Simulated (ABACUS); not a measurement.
# Ti (Im-3m) in ABACUS: a series of runs

Aim: see how the results for Ti move with the level of theory and the settings. Levels: LDA-PW92, WC, OLYP, PBE. Tasks: relaxation of cell and atoms, single point.

Program: ABACUS 3.10.1. These are calculated values, not measurements. Logs are shortened: lines on timing, memory, paths and dates and some standing lists are left out, and cuts for length are marked.

## (1) The structure

Symmetry: Im-3m, No. 229, cubic system. The conventional cell has a = 3.282 Å, b = 3.282 Å, c = 3.282 Å, α = 90.00°, β = 90.00°, γ = 90.00°. Around Ti (site symmetry m-3m) lie 8 Ti at 2.84 Å.

This isn't the form of Ti at room conditions, which is hcp.

## (2) Relaxation of cell and atoms, LDA-PW92

INPUT

```
INPUT_PARAMETERS
suffix              Ti
calculation         cell-relax
basis_type          pw
pseudo_dir          ./
symmetry            1
dft_functional      LDA_X+LDA_C_PW
ecutwfc             40
pseudo_rcut         10
nspin               1
nbands              10
ks_solver           dav
smearing_method     fd
smearing_sigma      0.00367493
scf_thr             1e-08
scf_nmax            100
mixing_type         broyden
mixing_beta         0.7
cal_force           1
cal_stress          1
ecutrho             320
relax_nmax          60
force_thr_ev        0.005
relax_method        cg
out_stru            1
stress_thr          0.5
kpar                4
```

STRU

```
ATOMIC_SPECIES
Ti 47.8670 ti_lda_v1.4.uspp.F.UPF

LATTICE_CONSTANT
1.8897261246

LATTICE_VECTORS
-1.6410000000 1.6410000000 1.6410000000
1.6410000000 -1.6410000000 1.6410000000
1.6410000000 1.6410000000 -1.6410000000

ATOMIC_POSITIONS
Direct

Ti
0.0
1
0.0000000000 0.0000000000 0.0000000000 1 1 1
```

KPT

```
K_POINTS
0
Gamma
9 9 9 0 0 0
```

Potentials or basis: GBRV ultrasoft 1.5 LDA, plane waves.

Launch:

```console
> OMP_NUM_THREADS=1 mpirun -np 4 abacus > log
```

running log:

```text
ABACUS v3.10.1

               Atomic-orbital Based Ab-initio Computation at UStc

 ------------------------------------------------------------------------------------

 READING GENERAL INFORMATION
                           global_out_dir = OUT.Ti/
                           global_in_card = INPUT
                               pseudo_dir = ./
                              orbital_dir =
                                    DSIZE = 4
                                    GSIZE = 1

 READING UNITCELL INFORMATION
                                    ntype = 1
                  lattice constant (Bohr) = 1.88973
              lattice constant (Angstrom) = 1

 READING ATOM TYPE 1
                               atom label = Ti
                      L=0, number of zeta = 1
                      L=1, number of zeta = 1
                      L=2, number of zeta = 1
             number of atom for this type = 1

                        TOTAL ATOM NUMBER = 1
DIRECT COORDINATES
    atom                   x                   y                   z     mag                  vx                  vy                  vz
taud_Ti1            0.0000000000        0.0000000000        0.0000000000  0.0000        0.0000000000        0.0000000000        0.0000000000

                          Volume (Bohr^3) = 119.284
                             Volume (A^3) = 17.676

 Lattice vectors: (Cartesian coordinate: in unit of a_0)
               -1.641              +1.641              +1.641
               +1.641              -1.641              +1.641
               +1.641              +1.641              -1.641
 Reciprocal vectors: (Cartesian coordinate: in unit of 2 pi/a_0)
                   +0           +0.304692           +0.304692
            +0.304692                  +0           +0.304692
            +0.304692           +0.304692                  +0
 The esolver type has been set to : ksdft_pw

                PAO radial cut off (Bohr) = 10

 Read in pseudopotential file is ti_lda_v1.4.uspp.F.UPF
                     pseudopotential type = US
          exchange-correlation functional = PZ
                 nonlocal core correction = 1
                        valence electrons = 12
                                     lmax = 2
                           number of zeta = 4
                     number of projectors = 6
                           L of projector = 0
                           L of projector = 0
                           L of projector = 1
                           L of projector = 1
                           L of projector = 2
                           L of projector = 2
 XC functional updated to : LDA_X+LDA_C_PW
          exchange-correlation functional = LDA_X+LDA_C_PW
     initial pseudo atomic orbital number = 10

 SETUP THE ELECTRONS NUMBER
            electron number of element Ti = 12
      total electron number of element Ti = 12
            AUTOSET number of electrons:  = 12
                           occupied bands = 6
                                   NBANDS = 10
                                   NLOCAL = 9

%%%%%%%%%%%%%%%%%%%%%%%%%%%%%%%%%%%%%%%%%%%%%%%%%%%%%%%%%%%%%%%%%%%%%%%%%%%%%%%%%%%%%%%%%%%%%%%%%%%%%%%%%%
 Warning: the number of valence electrons in pseudopotential > 4 for Ti: [Ar] 3d2 4s2
 Pseudopotentials with additional electrons can yield (more) accurate outcomes, but may be less efficient.
 If you're confident that your chosen pseudopotential is appropriate, you can safely ignore this warning.
%%%%%%%%%%%%%%%%%%%%%%%%%%%%%%%%%%%%%%%%%%%%%%%%%%%%%%%%%%%%%%%%%%%%%%%%%%%%%%%%%%%%%%%%%%%%%%%%%%%%%%%%%%

 SETUP THE PLANE WAVE BASIS
 energy cutoff for charge/potential (unit:Ry) = 160
            fft grid for charge/potential = [ 24, 24, 24 ]
                        fft grid division = [ 1, 1, 1 ]
        big fft grid for charge/potential = [ 32, 32, 32 ]
                                     nbxx = 32768
                                     nrxx = 13824

 SETUP PLANE WAVES FOR CHARGE/POTENTIAL
                    number of plane waves = 4093
                         number of sticks = 345

 PARALLEL PW FOR CHARGE/POTENTIAL
     PROC   COLUMNS(POT)             PW
        1            345           4093
 --------------- sum -------------------
        1            345           4093
                            number of |g| = 73
                                  max |g| = 14.297
                                  min |g| = 0

 energy cutoff for dense charge/potential (unit:Ry) = 320
      fft grid for dense charge/potential = [ 32, 32, 32 ]
                                     nrxx = 32768

 SETUP PLANE WAVES FOR dense CHARGE/POTENTIAL
                    number of plane waves = 11489
                         number of sticks = 693

 PARALLEL PW FOR dense CHARGE/POTENTIAL
     PROC   COLUMNS(POT)             PW
        1            693          11489
 --------------- sum -------------------
        1            693          11489
                            number of |g| = 145
                                  max |g| = 28.7796
                                  min |g| = 0

----------- Double Check Mixing Parameters Begin ------------
mixing_type: broyden
mixing_beta: 0.7
mixing_gg0: 1
mixing_gg0_min: 0.1
mixing_ndim: 8
----------- Double Check Mixing Parameters End ------------

 LATTICE VECTORS: (CARTESIAN COORDINATE: IN UNIT OF A0)
               -1.641              +1.641              +1.641
               +1.641              -1.641              +1.641
               +1.641              +1.641              -1.641
                       right hand lattice = 1
                                   NORM_A = 2.8423
                                   NORM_B = 2.8423
                                   NORM_C = 2.8423
                           ALPHA (DEGREE) = 109.471
                           BETA  (DEGREE) = 109.471
                           GAMMA (DEGREE) = 109.471

 The lattice vectors have been changed (STRU_SIMPLE.cif)

(for optimal symmetric configuration:)
                             BRAVAIS TYPE = 2
                     BRAVAIS LATTICE NAME = 02. Cubic I (body-centered)
                                    ibrav = 2
                                    IBRAV = 2
                                  BRAVAIS = BODY CENTERED CUBIC
                       LATTICE CONSTANT A = 3.282
Original cell was already a primitive cell.
                        ROTATION MATRICES = 48
              PURE POINT GROUP OPERATIONS = 48
                   SPACE GROUP OPERATIONS = 48
                              POINT GROUP = O_h
               POINT GROUP IN SPACE GROUP = O_h

 SETUP K-POINTS
                                    nspin = 1
                   Input type of k points = Monkhorst-Pack(Gamma)
                                   nkstot = 729
                       right hand lattice = 1
(for reciprocal lattice: )
                             BRAVAIS TYPE = 3
                     BRAVAIS LATTICE NAME = 03. Cubic F (face-centered)
                                    ibrav = 3
                       right hand lattice = 1
(for k-lattice: )
                             BRAVAIS TYPE = 3
                     BRAVAIS LATTICE NAME = 03. Cubic F (face-centered)
                                    ibrav = 3
                       right hand lattice = 1
                        ROTATION MATRICES = 48
                               nkstot_ibz = 35
K-POINTS REDUCTION ACCORDING TO SYMMETRY
     IBZ    DIRECT_X    DIRECT_Y    DIRECT_Z  WEIGHT  ibz2bz
       1  0.00000000  0.00000000  0.00000000  0.0014       0
       2 -0.11111111  0.11111111  0.00000000  0.0165       1
       3 -0.22222222  0.22222222  0.00000000  0.0165       2
       4 -0.33333333  0.33333333  0.00000000  0.0165       3
       5 -0.44444444  0.44444444  0.00000000  0.0165       4
       6 -0.22222222  0.11111111  0.11111111  0.0329      10
[... 22 lines left out ...]
      29 -0.44444444  0.44444444  0.22222222  0.0329     203
      30 -0.44444444  0.33333333  0.33333333  0.0329     204
[... 5 further k points ...]

                               nkstot now = 35
[... K-POINTS DIRECT COORDINATES: 35 rows ...]

           k-point number in this process = 9
       minimum distributed K point number = 8
[... stars of the k points ...]

[... K-POINTS CARTESIAN COORDINATES: 9 rows ...]

[... K-POINTS DIRECT COORDINATES: 9 rows ...]

 SETUP PLANE WAVES FOR WAVE FUNCTIONS
     energy cutoff for wavefunc (unit:Ry) = 40
              fft grid for wave functions = [ 24, 24, 24 ]
                    number of plane waves = 887
                         number of sticks = 129

 PARALLEL PW FOR WAVE FUNCTIONS
     PROC   COLUMNS(POT)             PW
        1            129            887
 --------------- sum -------------------
        1            129            887

 SETUP NONLOCAL PSEUDOPOTENTIALS IN PLANE WAVE BASIS
 Ti non-local projectors:
 projector 1 L=0
 projector 2 L=0
 projector 3 L=1
 projector 4 L=1
 projector 5 L=2
 projector 6 L=2
      TOTAL NUMBER OF NONLOCAL PROJECTORS = 18

 Init Non-Local PseudoPotential table :
 Init Non-Local-Pseudopotential done.

                                     npwx = 531

 Make real space PAO into reciprocal space.
       max mesh points in Pseudopotential = 673
     dq(describe PAO in reciprocal space) = 0.01
                                    max q = 1272

 number of pseudo atomic orbitals for Ti is 4
WARNING: norm of atomic wavefunction # 3 of atomic type Ti is 0.999991, renormalized

 -------------------------------------------
 STEP OF RELAXATION : 1
 -------------------------------------------
                                 init_chg = atomic

 PW ALGORITHM --------------- ION=   1  ELEC=   1--------------------------------

 Density error is 0.701081891458
                          Error Threshold = 0.01
----------------------------------------------------------
     Energy           Rydberg                 eV
----------------------------------------------------------
 E_KohnSham     -118.9694195998      -1618.6619943105
 E_Harris       -126.1731024938      -1716.6731282532
 E_Fermi        1.0508673443         14.2977837252
----------------------------------------------------------

 PW ALGORITHM --------------- ION=   1  ELEC=   2--------------------------------

 Density error is 0.278393445751
                          Error Threshold = 0.00584234909548
----------------------------------------------------------
     Energy           Rydberg                 eV
----------------------------------------------------------
 E_KohnSham     -119.1689827789      -1621.3771906569
 E_Harris       -115.1208269256      -1566.2992046595
 E_Fermi        0.8263122690         11.2425551861
----------------------------------------------------------
[... 622 lines left out ...]
----------------------------------------------------------------
 TOTAL-STRESS (KBAR)
----------------------------------------------------------------
        -0.2121301929        -0.0000000000         0.0000000000
        -0.0000000000        -0.2121301929         0.0000000000
        -0.0000000000         0.0000000000        -0.2121301929
----------------------------------------------------------------
 TOTAL-PRESSURE: -0.212130 KBAR

 Largest gradient in force is 0.000000 eV/A.
 Threshold is 0.005000 eV/A.

 Largest gradient in stress is 0.212130 kbar.
 Threshold is 0.500000 kbar.

 Relaxation is converged!

 --------------------------------------------
 !FINAL_ETOT_IS -1622.3459999520305246 eV
 --------------------------------------------
```

Run time: 13 s. Hardware: 4 MPI ranks of Intel Xeon Platinum 8488C (Sapphire Rapids), shared host; peak memory 0.36 GiB.

What came out:

| Quantity | Value |
| --- | --- |
| Free energy | -1622.3460 eV |
| Relaxed volume | 15.86 Å³/atom |
| Relaxed cell | a = 2.741 Å, b = 2.741 Å, c = 2.741 Å, α = 109.47°, β = 109.47°, γ = 109.47° |
| Space group after relaxing (to 0.05 Å) | Im-3m (No. 229) |
| Energy gained by relaxing | 66.0 meV/atom |
| Ionic steps | 6 |
| Pressure after relaxing | 0.0 GPa |
| Band gap on the k mesh | none (metal or under the smearing width) |

The path:
| step | energy change (eV) | largest force (eV/Å) | pressure (GPa) | volume (Å³) |
| --- | --- | --- | --- | --- |
| 1 | 0.0000 | 0.0000 | -10.74 | 17.68 |
| 2 | -0.0331 | 0.0000 | 9.81 | 14.72 |
| 3 | -0.0660 | 0.0000 | -0.08 | 15.86 |
| 4 | -0.0660 | 0.0000 | 0.07 | 15.85 |
| 5 | -0.0660 | 0.0000 | -0.10 | 15.87 |
| 6 | -0.0660 | 0.0000 | -0.02 | 15.86 |

Final structure:
```
CELL_PARAMETERS angstrom
-1.58267 1.58267 1.58267
1.58267 -1.58267 1.58267
1.58267 1.58267 -1.58267
ATOMIC_POSITIONS crystal
Ti 0.00000 0.00000 0.00000
```

Levels at points of the mesh, in eV from the Fermi level:
```csv
k point,band 2,band 3,band 4,band 5,band 6,band 7,band 8,band 9
"(0.00, 0.00, 0.00)",-31.77,-31.77,-31.77,-6.04,1.03,1.03,1.03,3.02
```

Caveat: the volume moved by -10 % from the deposited cell, more than functionals usually miss. Zero-point motion and thermal expansion aren't in these numbers.

## (3) Single point, WC

INPUT

```
INPUT_PARAMETERS
suffix              Ti
calculation         scf
basis_type          pw
pseudo_dir          ./
symmetry            1
dft_functional      wc
ecutwfc             84
pseudo_rcut         10
nspin               1
nbands              16
ks_solver           dav
smearing_method     fd
smearing_sigma      0.00367493
scf_thr             1e-08
scf_nmax            100
mixing_type         broyden
mixing_beta         0.7
cal_force           1
cal_stress          1
out_chg             1
kpar                4
```

Changes to STRU since step 2:

```diff
@@ -1,3 +1,3 @@
 ATOMIC_SPECIES
-Ti 47.8670 ti_lda_v1.4.uspp.F.UPF
+Ti 47.8670 Ti.upf
```

KPT is that of step 2.

Potentials or basis: PseudoDojo NC SR 0.5 PBE standard, plane waves.

Launch:

```console
> OMP_NUM_THREADS=1 mpirun -np 4 abacus > log
```

running log:

```text
ABACUS v3.10.1

               Atomic-orbital Based Ab-initio Computation at UStc

 ------------------------------------------------------------------------------------

 READING GENERAL INFORMATION
                           global_out_dir = OUT.Ti/
                           global_in_card = INPUT
                               pseudo_dir = ./
                              orbital_dir =
                                    DSIZE = 4
                                    GSIZE = 1

 READING UNITCELL INFORMATION
                                    ntype = 1
                  lattice constant (Bohr) = 1.88973
              lattice constant (Angstrom) = 1

 READING ATOM TYPE 1
                               atom label = Ti
[... 309 lines left out ...]
       2       -19.5784     0.00274348
       3       -19.5784     0.00274348
       4       -19.5784     0.00274348
       5        6.85079     0.00274348
       6        13.7493    1.30555e-11
[... 8 lines left out ...]
      15        35.9154        0.00000
      16        39.2087        0.00000
[... 76 lines left out ...]
       3       -19.6307      0.0658436
       4       -19.5974      0.0658436
       5        8.02700      0.0658436
       6        13.3241    1.54798e-06
[... 8 lines left out ...]
      15        34.5761        0.00000
      16        36.7988        0.00000

[... levels at 3 further k points ...]

------------------------------------------------------------------------------------------
 TOTAL-FORCE (eV/Angstrom)
------------------------------------------------------------------------------------------
                       Ti1         0.0000000000         0.0000000000         0.0000000000
------------------------------------------------------------------------------------------

----------------------------------------------------------------
 TOTAL-STRESS (KBAR)
----------------------------------------------------------------
       -63.8302739471         0.0000000000         0.0000000000
         0.0000000000       -63.8302739471        -0.0000000000
        -0.0000000000        -0.0000000000       -63.8302739471
----------------------------------------------------------------
 TOTAL-PRESSURE: -63.830274 KBAR

 --------------------------------------------
 !FINAL_ETOT_IS -1613.7728539600780095 eV
 --------------------------------------------
```

stdout:

```text
ABACUS v3.10.1

               Atomic-orbital Based Ab-initio Computation at UStc

 dft_functional readin is: wc
 dft_functional in pseudopot file is: PBE
 Please make sure this is what you need

[... 30 lines left out ...]
 DA5     -1.61377285e+03  -1.12304213e-07   4.4910e-07   0.17
 DA6     -1.61377285e+03  -5.75074027e-07   2.1799e-09   0.19
----------------------------------------------------------------
 TOTAL-STRESS (KBAR)
----------------------------------------------------------------
       -63.8302739471         0.0000000000         0.0000000000
         0.0000000000       -63.8302739471        -0.0000000000
        -0.0000000000        -0.0000000000       -63.8302739471
----------------------------------------------------------------
 TOTAL-PRESSURE: -63.830274 KBAR
```

Run time: 1.9 s. Hardware: 4 MPI ranks of Intel Xeon Platinum 8488C (Sapphire Rapids), shared host; peak memory 0.24 GiB.

Results:

| Property | Result |
| --- | --- |
| Free energy | -1613.7729 eV |
| Pressure | -6.4 GPa |
| Band gap on the k mesh | none (metal or under the smearing width) |

Caveat: the potentials were made for another functional, which shifts forces and pressure.

## (4) Single point, OLYP

Changes to INPUT since step 3:

```diff
@@ -6,3 +6,3 @@
 symmetry            1
-dft_functional      wc
+dft_functional      GGA_X_OPTX+GGA_C_LYP
 ecutwfc             84
@@ -21,2 +21,3 @@
 out_chg             1
-kpar                4
+out_pot             2
+out_elf             1
```

Changes to STRU since step 3:

```diff
@@ -1,3 +1,3 @@
 ATOMIC_SPECIES
-Ti 47.8670 Ti.upf
+Ti 47.8670 22_Ti_12_2.0_2.8_pbe_n_v1.0.upf
```

KPT is that of step 3.

Potentials or basis: SPMS ONCV 1.0 PBE, plane waves.

Launch:

```console
> OMP_NUM_THREADS=1 mpirun -np 4 abacus > log
```

Run time: 2.7 s. Hardware: 4 MPI ranks of Intel Xeon Platinum 8488C (Sapphire Rapids), shared host; peak memory 0.2 GiB.

Results (log left out):

```
Free energy            : -1598.1941 eV
Pressure               : -1.6 GPa
Band gap on the k mesh : none (metal or under the smearing width)
```

Levels at points of the mesh, in eV from the Fermi level:
| k point | band 2 | band 3 | band 4 | band 5 | band 6 | band 7 | band 8 | band 9 | band 10 | band 11 |
| --- | --- | --- | --- | --- | --- | --- | --- | --- | --- | --- |
| (0.00, 0.00, 0.00) | -32.65 | -32.65 | -32.65 | -5.84 | 0.93 | 0.93 | 0.93 | 2.61 | 2.61 | 17.40 |

Caveat: the potentials were made for another functional, which shifts forces and pressure.

[end of part 1 of 2]
